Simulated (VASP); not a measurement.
# InP: input slips in a phonon run and what they do, part 2 of 2

Aim: see how common mistakes in a phonon run show up, on InP. The starting structure is a measured crystal structure from the Crystallography Open Database.

VASP 6.6.1.

Results so far: reference T2 302.8 cm⁻¹.

### 3. Modes with finite displacements, else as the reference

Level of this step: LDA; plane waves and PAW (In_d, P) (VASP).

Against step 2 the input has IBRION = 6, NFREE = 2, POTIM = 0.015, no LEPSILON and no LPEAD (also changed: NSW).

The input, INCAR:

```
SYSTEM = InP
PREC = Accurate
ENCUT = 450
EDIFF = 1E-08
NELM = 100
ISMEAR = 0
SIGMA = 0.03
LREAL = .FALSE.
ALGO = Normal
GGA = CA
NBANDS = 15
LORBIT = 11
LWAVE = .FALSE.
LCHARG = .FALSE.
KPAR = 8
IBRION = 6
NFREE = 2
POTIM = 0.015
NSW = 1
ISIF = 2
```

The input, POSCAR:

```
InP
1.0
    0.0000000000      2.9142891894      2.9142891894
    2.9142891894      0.0000000000      2.9142891894
    2.9142891894      2.9142891894      0.0000000000
In P
1 1
Direct
    0.0000000000      0.0000000000      0.0000000000
    0.7500000000      0.7500000000      0.7500000000
```

The input, KPOINTS:

```
Automatic mesh
0
Gamma
10 10 10
0 0 0
```

The projector-augmented-wave data sets are In_d and P (LDA family, release 64).

Command:

```console
mpirun -np 8 vasp_std
```

The program printed:

```text
[banner, memory and clock lines left out]
running    8 mpi-ranks, on    1 nodes
[...]
[... a notice as in an earlier step ...]

 LDA part: xc-table for (Slater(with rela. corr.)+CA(PZ))
 , standard interpolation
 POSCAR, INCAR and KPOINTS ok, starting setup
[...]
entering main loop
       N       E                     dE             d eps       ncg     rms          rms(c)
[... 16 cycles as in an earlier step ...]
   1 F= -.96743658E+01 E0= -.96743658E+01  d E =-.917777E-15
[... from here on, the cycles between the ionic steps are left out ...]
   2 F= -.96734342E+01 E0= -.96734342E+01  d E =-.684858E-13
   3 F= -.96734342E+01 E0= -.96734342E+01  d E =-.691714E-13
   4 F= -.96734412E+01 E0= -.96734412E+01  d E =-.694632E-13
   5 F= -.96734412E+01 E0= -.96734412E+01  d E =-.693993E-13
 Finite differences progress:
  Degree of freedom:   2/  2
  Displacement:        2/  2
  Total:               4/  4
```

Elapsed: 21 s, on 8 MPI ranks of Intel Xeon 6975P-C (Granite Rapids), shared host; peak memory 2.4 GiB.

OUTCAR, selected parts (step 3):

```text
  Total        0.0013758      0.0040326      0.0040326      0.0000000     -0.1244952      0.0000000
  in kB        0.0445291      0.1305165      0.1305165      0.0000000     -4.0293515      0.0000000
  external PRESSURE =       0.1018541 kB  Pullay stress =       0.0000000 kB

 POSITION                                       TOTAL-FORCE (eV/Angst)
 -----------------------------------------------------------------------------------
      0.00000      0.00000      0.00000        -0.123237     -0.000000     -0.000000
      4.35643      4.37143      4.37143         0.123237      0.000000      0.000000
 -----------------------------------------------------------------------------------
    total drift:                               -0.000045     -0.000000     -0.000000

  FREE ENERGIE OF THE ION-ELECTRON SYSTEM (eV)
  ---------------------------------------------------
  free  energy   TOTEN  =        -9.6734412368 eV

  energy  without entropy=       -9.6734412368  energy(sigma->0) =       -9.67344124

[... 2 parts as in an earlier step ...]

[... 1 further part left out ...]
[key lines of the parts left out:]
E-fermi :   5.3536
```

The last energy, forces and stress in OUTCAR belong to the last displaced cell, not to that of POSCAR.

With finite displacements, else as the reference the mode is T2 302.8 cm⁻¹, as with the reference.

### 4. Modes with a cutoff far too low

A slip made on purpose: a cutoff far too low. Against step 2 the input has ENCUT = 140 (also changed: NELM).

The input, INCAR:

```
SYSTEM = InP
PREC = Accurate
ENCUT = 140
EDIFF = 1E-08
NELM = 60
ISMEAR = 0
SIGMA = 0.03
LREAL = .FALSE.
ALGO = Normal
GGA = CA
NBANDS = 15
LORBIT = 11
LWAVE = .FALSE.
LCHARG = .FALSE.
KPAR = 8
IBRION = 8
LEPSILON = .TRUE.
LPEAD = .TRUE.
ISIF = 2
```

POSCAR is that of step 3.

KPOINTS is that of step 3.

Command:

```console
mpirun -np 8 vasp_std
```

The program printed:

```text
[... set-up lines as in an earlier step ...]
 entering main loop
       N       E                     dE             d eps       ncg     rms          rms(c)
DAV:   1     0.444112822935E+02    0.44411E+02   -0.47113E+03  1661   0.394E+02
DAV:   2    -0.240679442947E+01   -0.46818E+02   -0.46218E+02  1795   0.137E+02
DAV:   3    -0.307225242989E+01   -0.66546E+00   -0.66512E+00  1606   0.179E+01
DAV:   4    -0.307471184936E+01   -0.24594E-02   -0.24593E-02  1865   0.110E+00
[...]
DAV:  14    -0.149289560023E+01    0.35476E-07   -0.68466E-08  1662   0.169E-03    0.301E-04
DAV:  15    -0.149289558900E+01    0.11229E-07   -0.61485E-09   964   0.379E-04    0.179E-04
DAV:  16    -0.149289558726E+01    0.17376E-08   -0.49283E-10   838   0.130E-04
   1 F= -.14928956E+01 E0= -.14928956E+01  d E =-.500979E-14
 Linear response reoptimize wavefunctions to high precision
DAV:   1    -0.149289559013E+01   -0.28667E-08   -0.88028E-11   999   0.492E-05
DAV:   2    -0.149289559010E+01    0.34106E-10   -0.59798E-12   796   0.145E-05
 Linear response to external field (no local field effect), progress :
[...]
RMM:  12    -0.363138675805E+00    0.10543E-08    0.65531E-08  9088   0.598E-06    0.534E-07
 first order change of Fermi-energy   0.49136E-04
 force on displaced ion       1 direction 1 :  -9.099  -0.000  -0.000
 Born effective charge ion    1 direction 1 :   2.531   0.000   0.000
 Linear response progress:
  Degree of freedom:   2/  2
       N       E                     dE             d eps       ncg     rms          rms(c)
RMM:   1    -0.494997610964E-01   -0.49500E-01    0.37074E-02 11229   0.124E+00
RMM:   2    -0.473196162941E-01    0.21801E-02   -0.23195E-03  7909   0.257E-01    0.109E-01
RMM:   3    -0.474099689489E-01   -0.90353E-04   -0.12419E-04  8783   0.525E-02    0.613E-02
RMM:   4    -0.476270333575E-01   -0.21706E-03   -0.74631E-05  8646   0.366E-02    0.166E-02
[...]
RMM:  10    -0.476288671489E-01   -0.40550E-07    0.38980E-09  8518   0.980E-06    0.620E-06
RMM:  11    -0.476288527092E-01    0.14440E-07    0.42827E-10  8344   0.409E-06    0.788E-07
RMM:  12    -0.476288504375E-01    0.22717E-08    0.92278E-10  5616   0.126E-06    0.530E-07
 first order change of Fermi-energy   0.86682E-04
 force on displaced ion       2 direction 1 :  -9.145  -0.000  -0.000
 Born effective charge ion    2 direction 1 :  -2.516   0.000   0.000
 Born effective charges drift removed
 Linear response finished
```

It took 6.6 s on 8 MPI ranks; peak memory 1.3 GiB; 48 s of CPU time.

Parts of OUTCAR (step 4):

```text
  Total      -75.0920435    -75.0920435    -75.0920435     -0.0000000     -0.0000000     -0.0000000
  in kB    -2430.3933818  -2430.3933818  -2430.3933818     -0.0000000     -0.0000000     -0.0000000
  external PRESSURE =   -2430.3933818 kB  Pullay stress =       0.0000000 kB

 POSITION                                       TOTAL-FORCE (eV/Angst)
 -----------------------------------------------------------------------------------
      0.00000      0.00000      0.00000         0.000000      0.000000      0.000000
      4.37143      4.37143      4.37143        -0.000000     -0.000000     -0.000000
 -----------------------------------------------------------------------------------
    total drift:                               -0.000014     -0.000014     -0.000015

 MACROSCOPIC STATIC DIELECTRIC TENSOR (including local field effects in DFT)
 ------------------------------------------------------
          12.250206     0.000000     0.000000
           0.000000    12.250206     0.000000
          -0.000000     0.000000    12.250206
 ------------------------------------------------------

 MACROSCOPIC STATIC DIELECTRIC TENSOR IONIC CONTRIBUTION
 ------------------------------------------------------
           2.557560     0.000000     0.000000
           0.000000     2.557560     0.000000
           0.000000     0.000000     2.557560
 ------------------------------------------------------

[... 1 part as in an earlier step ...]

[... 1 further part left out ...]
```

With a cutoff far too low the mode is T2 319.1 cm⁻¹, +16.3 cm⁻¹ from the reference.

### 5. Modes with a loose electronic threshold

A slip made on purpose: a loose electronic threshold. Against step 2 the input has EDIFF = 1E-04, IBRION = 6, NFREE = 2, POTIM = 0.015, no LEPSILON and no LPEAD (also changed: NELM and NSW).

The input, INCAR:

```
SYSTEM = InP
PREC = Accurate
ENCUT = 450
EDIFF = 1E-04
NELM = 60
ISMEAR = 0
SIGMA = 0.03
LREAL = .FALSE.
ALGO = Normal
GGA = CA
NBANDS = 15
LORBIT = 11
LWAVE = .FALSE.
LCHARG = .FALSE.
KPAR = 8
IBRION = 6
NFREE = 2
POTIM = 0.015
NSW = 1
ISIF = 2
```

POSCAR is that of step 4.

KPOINTS is that of step 4.

Command:

```console
mpirun -np 8 vasp_std
```

The program printed:

```text
[... set-up lines as in an earlier step ...]
 entering main loop
       N       E                     dE             d eps       ncg     rms          rms(c)
[... 9 cycles as in an earlier step ...]
DAV:  10    -0.967435994874E+01   -0.25645E-04   -0.10742E-04  1079   0.143E-01
   1 F= -.96743599E+01 E0= -.96743599E+01  d E =-.190214E-15
[...]
2 F= -.96734359E+01 E0= -.96734359E+01  d E =-.706831E-13
[...]
3 F= -.96734432E+01 E0= -.96734432E+01  d E =-.128747E-12
[...]
4 F= -.96734558E+01 E0= -.96734558E+01  d E =-.916765E-13
[...]
5 F= -.96734557E+01 E0= -.96734557E+01  d E =-.634721E-13
 Finite differences progress:
  Degree of freedom:   2/  2
  Displacement:        2/  2
  Total:               4/  4
```

It took 11 s on 8 MPI ranks; peak memory 2.4 GiB; 82 s of CPU time.

From OUTCAR (step 5):

```text
  Total        0.0054158      0.0079063      0.0079063      0.0000000     -0.0990948      0.0000000
  in kB        0.1752867      0.2558930      0.2558930      0.0000000     -3.2072547      0.0000000
  external PRESSURE =       0.2290243 kB  Pullay stress =       0.0000000 kB

 POSITION                                       TOTAL-FORCE (eV/Angst)
 -----------------------------------------------------------------------------------
      0.00000      0.00000      0.00000        -0.121762      0.000000      0.000000
      4.35643      4.37143      4.37143         0.121762     -0.000000     -0.000000
 -----------------------------------------------------------------------------------
    total drift:                               -0.003786     -0.000002     -0.000001

  FREE ENERGIE OF THE ION-ELECTRON SYSTEM (eV)
  ---------------------------------------------------
  free  energy   TOTEN  =        -9.6734556609 eV

  energy  without entropy=       -9.6734556609  energy(sigma->0) =       -9.67345566

[... 2 parts as in an earlier step ...]

[... 1 further part left out ...]
[key lines of the parts left out:]
E-fermi :   5.3537
```

With a loose electronic threshold the mode is T2 301.8 cm⁻¹, -1.0 cm⁻¹ from finite displacements, else as the reference.

### 6. Modes with one-sided displacements

A slip made on purpose: one-sided displacements. Against step 2 the input has IBRION = 6, NFREE = 1, POTIM = 0.015, no LEPSILON and no LPEAD (also changed: NELM and NSW).

Changes to INCAR since step 5:

```diff
@@ -3,3 +3,3 @@
 ENCUT = 450
-EDIFF = 1E-04
+EDIFF = 1E-08
 NELM = 60
@@ -16,3 +16,3 @@
 IBRION = 6
-NFREE = 2
+NFREE = 1
 POTIM = 0.015
```

POSCAR is that of step 5.

KPOINTS is that of step 5.

Command:

```console
mpirun -np 8 vasp_std
```

The program printed:

```text
[... set-up lines as in an earlier step ...]
 entering main loop
       N       E                     dE             d eps       ncg     rms          rms(c)
[... 16 cycles as in an earlier step ...]
   1 F= -.96743658E+01 E0= -.96743658E+01  d E =-.917777E-15
 Found     2 degrees of freedom:
 Finite differences POTIM= 0.01500 DOF=   2
[...]
N       E                     dE             d eps       ncg     rms          rms(c)
[... 7 cycles as in an earlier step ...]
   2 F= -.96734342E+01 E0= -.96734342E+01  d E =-.684858E-13
 Finite differences progress:
  Degree of freedom:   1/  2
  Displacement:        1/  1
  Total:               1/  2
[...]
N       E                     dE             d eps       ncg     rms          rms(c)
DAV:   1    -0.966975801486E+01    0.36761E-02   -0.12993E+00  6187   0.722E+00    0.202E-01
DAV:   2    -0.967349355832E+01   -0.37355E-02   -0.38866E-02  7330   0.188E+00    0.678E-02
DAV:   3    -0.967345556855E+01    0.37990E-04   -0.29283E-04  7516   0.204E-01    0.372E-02
DAV:   4    -0.967344088654E+01    0.14682E-04   -0.66937E-05  7121   0.112E-01    0.113E-02
DAV:   5    -0.967344139134E+01   -0.50481E-06   -0.11313E-05  6313   0.286E-02    0.924E-03
DAV:   6    -0.967344128739E+01    0.10395E-06   -0.53718E-07  8341   0.658E-03    0.501E-03
DAV:   7    -0.967344123948E+01    0.47915E-07   -0.27425E-07  6882   0.678E-03    0.569E-04
DAV:   8    -0.967344123965E+01   -0.16871E-09   -0.46740E-08  5795   0.153E-03
   3 F= -.96734412E+01 E0= -.96734412E+01  d E =-.695424E-13
 Finite differences progress:
  Degree of freedom:   2/  2
  Displacement:        1/  1
  Total:               2/  2
```

It took 12 s on 8 MPI ranks; peak memory 2.2 GiB.

From OUTCAR (step 6):

```text
  Total        0.0016571      0.0043322      0.0043322      0.0000000      0.1245611      0.0000000
  in kB        0.0536340      0.1402128      0.1402128      0.0000000      4.0314839      0.0000000
  external PRESSURE =       0.1113532 kB  Pullay stress =       0.0000000 kB

 POSITION                                       TOTAL-FORCE (eV/Angst)
 -----------------------------------------------------------------------------------
      0.00000      0.00000      0.00000         0.123283      0.000000      0.000000
      4.38643      4.37143      4.37143        -0.123283      0.000000      0.000000
 -----------------------------------------------------------------------------------
    total drift:                                0.000062      0.000000      0.000000

  FREE ENERGIE OF THE ION-ELECTRON SYSTEM (eV)
  ---------------------------------------------------
  free  energy   TOTEN  =        -9.6734412396 eV

  energy  without entropy=       -9.6734412396  energy(sigma->0) =       -9.67344124

[... 2 parts as in an earlier step ...]

[... 1 further part left out ...]
[key lines of the parts left out:]
E-fermi :   5.3536
```

With one-sided displacements the mode is T2 302.8 cm⁻¹, as with finite displacements, else as the reference.

### 7. Modes with perturbation theory asked for with a meta-GGA

A slip made on purpose: perturbation theory asked for with a meta-GGA. Against step 2 the input has METAGGA = R2SCAN, LASPH = .TRUE. and no GGA (also changed: NELM).

The input, INCAR:

```
SYSTEM = InP
PREC = Accurate
ENCUT = 450
EDIFF = 1E-08
NELM = 60
ISMEAR = 0
SIGMA = 0.03
LREAL = .FALSE.
ALGO = Normal
NBANDS = 15
LORBIT = 11
LWAVE = .FALSE.
LCHARG = .FALSE.
KPAR = 8
IBRION = 8
LEPSILON = .TRUE.
LPEAD = .TRUE.
ISIF = 2
METAGGA = R2SCAN
LASPH = .TRUE.
```

POSCAR is that of step 6.

KPOINTS is that of step 6.

Command:

```console
mpirun -np 8 vasp_std
```

The program printed:

```text
[banner, memory and clock lines left out]
running    8 mpi-ranks, on    1 nodes
[...]
[... a notice as in an earlier step ...]

|                                                                             |
|               ----> ADVICE to this user running VASP <----                  |
|                                                                             |
|     You enforced a specific xc type in the INCAR file but a different       |
|     [... a line on the potential file left out ...]
|     I HOPE YOU KNOW WHAT YOU ARE DOING!                                     |
|                                                                             |

 LDA part: xc-table for (None), standard interpolation
 POSCAR, INCAR and KPOINTS ok, starting setup
[...]
entering main loop
       N       E                     dE             d eps       ncg     rms          rms(c)
DAV:   1    -0.300676904373E+03   -0.30068E+03   -0.80931E+03  1424   0.127E+03
DAV:   2    -0.415078065019E+03   -0.11440E+03   -0.11016E+03  1564   0.307E+02
[...]
1 F= -.41917263E+03 E0= -.41917263E+03  d E =-.274519E-16
|                                                                             |
|     EEEEEEE  RRRRRR   RRRRRR   OOOOOOO  RRRRRR      ###     ###     ###     |
|     E        R     R  R     R  O     O  R     R     ###     ###     ###     |
|     E        R     R  R     R  O     O  R     R     ###     ###     ###     |
|     EEEEE    RRRRRR   RRRRRR   O     O  RRRRRR       #       #       #      |
|     E        R   R    R   R    O     O  R   R                               |
|     E        R    R   R    R   O     O  R    R      ###     ###     ###     |
|     EEEEEEE  R     R  R     R  OOOOOOO  R     R     ###     ###     ###     |
|                                                                             |
|     You have switched on METAGGA and linear-response routines. This         |
|     combination is currently not supported. If you have selected            |
|     LEPSILON=.TRUE., you can try using LCALCEPS=.TRUE. instead. In all      |
|     other cases, VASP will stop. SOOO sorry...                              |
|                                                                             |
|       ---->  I REFUSE TO CONTINUE WITH THIS SICK JOB ... BYE!!! <----       |
|                                                                             |

1
1
1
1
1
1
1
1
```

Wall time 25 s (8 MPI ranks).

VASP stopped with this message: “You have switched on METAGGA and linear-response routines. This combination is currently not supported. If you have selected LEPSILON=.TRUE., you can try using LCALCEPS=.TRUE. instead”.

### 8. The runs compared

```tsv
run	ended	T2	method	core minutes
reference	converged	302.8	perturbation theory	11.1
finite displacements, else as the reference	converged	302.8	finite displacements	2.8
a cutoff far too low	converged	319.1	perturbation theory	0.88
a loose electronic threshold	converged	301.8	finite displacements	1.44
one-sided displacements	converged	302.8	finite displacements	1.63
perturbation theory asked for with a meta-GGA	stopped by VASP	-	perturbation theory	3.33
```

Modes are in cm⁻¹, degenerate ones as one, matched between runs by symmetry and order. A number in brackets counts the listed modes of one symmetry from the lowest. The symmetry labels come from an automatic analysis and can be wrong where levels nearly coincide. Core minutes are wall time times ranks of the run shown, on a shared host.

### 9. Results

| Quantity | Value |
| --- | --- |
| T2, reference | 302.8 cm⁻¹ |
| T2, finite displacements, else as the reference | 302.8 cm⁻¹ |
| T2, a cutoff far too low | 319.1 cm⁻¹ |
| T2, a loose electronic threshold | 301.8 cm⁻¹ |
| T2, one-sided displacements | 302.8 cm⁻¹ |
| run with perturbation theory asked for with a meta-GGA | stopped by VASP |

What this shows: VASP stopped by itself in the run with perturbation theory asked for with a meta-GGA. Finished, but with signs in the output that stand out against the reference: a cutoff far too low, with modes off by up to +16 cm⁻¹, in T2 (signs: a pressure of -243.0 GPa on the undisplaced cell); a loose electronic threshold, with modes off by up to -1.0 cm⁻¹, in T2 (signs: a pressure of 0.3 GPa on the undisplaced cell and a translation at -5 cm⁻¹ instead of zero). Little came of one-sided displacements in this material. Runs with finite displacements are held against the sound run of that kind. The dielectric constants and Born charges in the logs aren't compared here; at a small gap they can be far off, and in a run without a gap they mean nothing. The frequencies are harmonic, and the splitting of polar modes by their long-range field is left out. Further runs on this material are not shown.

[Lines on the potential files, build, host, timing and source positions are cut from VASP's logs without a mark.]

[Logs are printed without paths, hosts, clocks, repeated set-up lines and the standing remarks that a program may print on its own settings, such as how far it seeks lower states.]

[Hosts, paths, dates, database ids (printed as entryN), source tags and the programs' standing remarks are cut or masked in the printed files.]
